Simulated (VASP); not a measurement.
# NaI (Fm-3m) in VASP: a series of runs

The runs below take NaI through single point, with PBE.

Program: VASP 6.6.1. These are calculated values, not measurements. Logs are shortened: lines on timing, memory, paths and dates and some standing lists are left out, and cuts for length are marked.

## (1) Starting point

The structure is cubic, space group Fm-3m (No. 225). The conventional cell has a = 6.473 Å, b = 6.473 Å, c = 6.473 Å, α = 90.00°, β = 90.00°, γ = 90.00°. I (site symmetry m-3m) has 6 Na at 3.24 Å as nearest neighbours. Around Na (site symmetry m-3m) lie 6 I at 3.24 Å.

## (2) Single point, PBE

INCAR

```
SYSTEM = NaI
PREC = Accurate ; ENCUT = 520
EDIFF = 1E-7 ; ISMEAR = 0
SIGMA = 0.020999999999999998 ; LREAL = .FALSE.
LASPH = .TRUE. ; NELM = 100
ALGO = Fast ; ISIF = 2
LWAVE = .FALSE. ; LCHARG = .TRUE.
GGA = PE ; LELF = .TRUE.
LVHAR = .TRUE.
```

KPOINTS

```
regular mesh
0
G
  7 7 7
  0 0 0
```

POSCAR

```
NaI
1.0
    0.0000000000      3.2364000000      3.2364000000
    3.2364000000      0.0000000000      3.2364000000
    3.2364000000      3.2364000000      0.0000000000
I Na
1 1
Direct
    0.5000000000      0.5000000000      0.5000000000
    0.0000000000      0.0000000000      0.0000000000
```

Potentials or basis: VASP PAW PBE potentials, release 64 (I, Na_pv).

Run with:

```
cat potpaw_PBE.64/I/POTCAR potpaw_PBE.64/Na_pv/POTCAR > POTCAR
mpirun -np 1 vasp_std > vasp.out
```

OUTCAR:

```text
SYSTEM = NaI
   PREC = Accurate
   ENCUT = 520
   EDIFF = 1E-7
   ISMEAR = 0
   LREAL = .FALSE.
   LASPH = .TRUE.
   NELM = 100
   ISIF = 2
   GGA = PE

 ion  position               nearest neighbor table
   1  0.500  0.500  0.500-
   2  0.000  0.000  0.000-

  LATTYP: Found a face centered cubic cell.
 ALAT       =     6.4728000000

  Lattice vectors:

 A1 = (   0.0000000000,   3.2364000000,   3.2364000000)
 A2 = (   3.2364000000,   0.0000000000,   3.2364000000)
 A3 = (   3.2364000000,   3.2364000000,   0.0000000000)

Analysis of symmetry for initial positions (statically):
=====================================================================
 Subroutine PRICEL returns:
 Original cell was already a primitive cell.

 Routine SETGRP: Setting up the symmetry group for a
 face centered cubic supercell.

 Subroutine GETGRP returns: Found 48 space group operations
 (whereof 48 operations were pure point group operations)
 out of a pool of 48 trial point group operations.

The static configuration has the point symmetry O_h .

Analysis of symmetry for dynamics (positions and initial velocities):
=====================================================================
 Subroutine PRICEL returns:
 Original cell was already a primitive cell.

 Routine SETGRP: Setting up the symmetry group for a
 face centered cubic supercell.

 Subroutine GETGRP returns: Found 48 space group operations
 (whereof 48 operations were pure point group operations)
 out of a pool of 48 trial point group operations.

The dynamic configuration has the point symmetry O_h .

 Subroutine INISYM returns: Found 48 space group operations
 (whereof 48 operations are pure point group operations),
 and found     1 'primitive' translations

----------------------------------------------------------------------------------------

                                     Primitive cell

  volume of cell :      67.7980

  direct lattice vectors                    reciprocal lattice vectors
     0.000000000  3.236400000  3.236400000    -0.154492646  0.154492646  0.154492646
     3.236400000  0.000000000  3.236400000     0.154492646 -0.154492646  0.154492646
     3.236400000  3.236400000  0.000000000     0.154492646  0.154492646 -0.154492646

  length of vectors
     4.576960773  4.576960773  4.576960773     0.267589113  0.267589113  0.267589113

  position of ions in fractional coordinates (direct lattice)
     0.500000000  0.500000000  0.500000000
[... 81 lines left out ...]
   POTIM  = 0.5000    time-step for ionic-motion
   TEBEG  =    0.0;   TEEND  =   0.0 temperature during run
   PSTRESS=    0.0 pullay stress
   NELECT =      14.0000    total number of electrons
   NUPDOWN=      -1.0000    fix difference up-down
   EMIN   =  10.00;   EMAX   =-10.00  energy-range for DOS
   EFERMI =   0.00;   METHOD = LEGACY
   ISMEAR =     0;   SIGMA  =   0.02  broadening in eV -4-tet -1-fermi 0-gaus
   EFERMI_NEDOS =   21; number of points for ismear=-14 and -15
   IALGO  =     68    algorithm
   IMIX   =      4    mixing-type and parameters
     AMIX     =   0.40;   BMIX     =  1.00
     AMIX_MAG =   1.60;   BMIX_MAG =  1.00
  volume/ion in A,a.u.               =      33.90       228.76
  Fermi-wavevector in a.u.,A,eV,Ry     =   0.967636  1.828567 12.739397  0.936319
  Thomas-Fermi vector in A             =   2.097538
   LORBIT       =      0    0 simple, 1 ext, 2 COOP (PROOUT), +10 PAW based schemes
   GGA     = PE    functional components
   LHFCALC =     F    Hartree Fock is set to
   AEXX    =    0.0000 exact exchange contribution
   IVDW    =     0    specifies the selected vdW correction
   LEPSILON=     F    determine dielectric tensor
   LRPA    =     F    only Hartree local field effects (RPA)
 non-spin polarized calculation
 RMM-DIIS sequential band-by-band and
 Gauss-broadening in eV      SIGMA  =   0.02
  energy-cutoff  :      520.00
  volume of cell :       67.80
 maximum number of plane-waves:      1841
 NGX is ok and might be reduce to    36
   NGX = 17   NGY = 17   NGZ = 17

 number of electron      13.9999993 magnetization

 Free energy of the ion-electron system (eV)
  ---------------------------------------------------
  ext. energy  EPLUGINS =         0.00000000
  ---------------------------------------------------
  free energy    TOTEN  =        -5.38505412 eV

  energy without entropy =       -5.38505412  energy(sigma->0) =       -5.38505412

 E-fermi :   0.9525     XC(G=0):  -7.7046

 val. band max:        0.8066887931   @ k =   0.0000   0.0000   0.0000
 cond. band min:       4.4473792527   @ k =   0.0000   0.0000   0.0000
 fundamental gap:      3.6406904596
 Fermi energy:         0.9524988242

 k-point     1 :       0.0000    0.0000    0.0000
  band No.  band energies     occupation
      1     -21.6322      2.00000
      2     -21.6322      2.00000
      3     -21.6322      2.00000
      4     -10.2108      2.00000
      5       0.8067      2.00000
      6       0.8067      2.00000
      7       0.8067      2.00000
      8       4.4474      0.00000
      9       8.7362      0.00000
     10       8.7362      0.00000
     11       8.7362      0.00000
[... 253 lines left out ...]
 k-point    20 :      -0.2857    0.4286    0.1429
  band No.  band energies     occupation
      1     -21.6351      2.00000
      2     -21.6351      2.00000
      3     -21.6336      2.00000
      4      -9.8184      2.00000
      5      -0.6784      2.00000
      6      -0.6182      2.00000
      7       0.0521      2.00000
      8       6.5222      0.00000
      9       7.8246      0.00000
     10       8.7432      0.00000
     11       9.1065      0.00000

------------------------ aborting loop because EDIFF is reached ----------------------------------------

  FORCE on cell =-STRESS in cart. coord.  units (eV):
  Direction    XX          YY          ZZ          XY          YZ          ZX
  --------------------------------------------------------------------------------------
  -------------------------------------------------------------------------------------
  Total        0.1808979      0.1808979      0.1808979     -0.0000000      0.0000000      0.0000000
  in kB        4.2749149      4.2749149      4.2749149     -0.0000000      0.0000000      0.0000000
  external PRESSURE =       4.2749149 kB  Pullay stress =       0.0000000 kB

 VOLUME and BASIS-vectors are now :
 -----------------------------------------------------------------------------
  energy-cutoff  :      520.00
  volume of cell :       67.80
      direct lattice vectors                 reciprocal lattice vectors
     0.000000000  3.236400000  3.236400000    -0.154492646  0.154492646  0.154492646
     3.236400000  0.000000000  3.236400000     0.154492646 -0.154492646  0.154492646
     3.236400000  3.236400000  0.000000000     0.154492646  0.154492646 -0.154492646

 POSITION                                       TOTAL-FORCE (eV/Angst)
 -----------------------------------------------------------------------------------
      3.23640      3.23640      3.23640         0.000000      0.000000     -0.000000
      0.00000      0.00000      0.00000         0.000000     -0.000000      0.000000
 -----------------------------------------------------------------------------------
    total drift:                                0.000000      0.000000      0.000000

  FREE ENERGIE OF THE ION-ELECTRON SYSTEM (eV)
  ---------------------------------------------------
  free  energy   TOTEN  =        -5.3850541235 eV

  energy  without entropy=       -5.3850541235  energy(sigma->0) =       -5.38505412
```

Wall time 10 s (1 thread of Intel Xeon 6975P-C (Granite Rapids), shared host); peak memory 0.2 GiB.

Results:

```
Free energy            : -5.3851 eV
Pressure               : 0.4 GPa
Band gap on the k mesh : 3.64 eV, direct
```

Caveat: spin-orbit coupling is left out, which moves the levels of the heavy elements. PBE gaps usually lie below the measured ones, often by a third to a half.

## (3) Single point, PBE

INCAR

```
SYSTEM = NaI
  ALGO = Normal
  EDIFF = 1E-7
  ENCUT = 520
  GGA = PE
  ISIF = 2
  ISMEAR = 0
  LASPH = .True.
  LCHARG = .False.
  LREAL = .False.
  LWAVE = .False.
  NELM = 60
  PREC = Accurate
  SIGMA = 0.017
```

KPOINTS

```
k-points
0
Gamma
  7 7 7
  0 0 0
```

POSCAR is that of step 2.

Potentials or basis: VASP PAW PBE potentials, release 64 (I, Na_pv).

Run with:

```
cat potpaw_PBE.64/I/POTCAR potpaw_PBE.64/Na_pv/POTCAR > POTCAR
mpirun -np 1 vasp_std > vasp.out
```

It took 8.8 s on 1 thread of Intel Xeon Platinum 8559C (Emerald Rapids), shared host; peak memory 0.2 GiB.

It converged, with:

* Free energy: -5.3851 eV
* Pressure: 0.4 GPa
* Band gap on the k mesh: 3.64 eV, direct

Levels at points of the mesh, in eV from the valence-band top:
| k point | band 3 | band 4 | band 5 | band 6 | band 7 | band 8 | band 9 | band 10 | band 11 |
| --- | --- | --- | --- | --- | --- | --- | --- | --- | --- |
| (0.00, 0.00, 0.00) | -22.44 | -11.02 | 0.00 | 0.00 | 0.00 | 3.64 | 7.93 | 7.93 | 7.93 |

Caveat: spin-orbit coupling is left out, which moves the levels of the heavy elements. A hybrid or GW would open this gap; PBE tends to underestimate it.
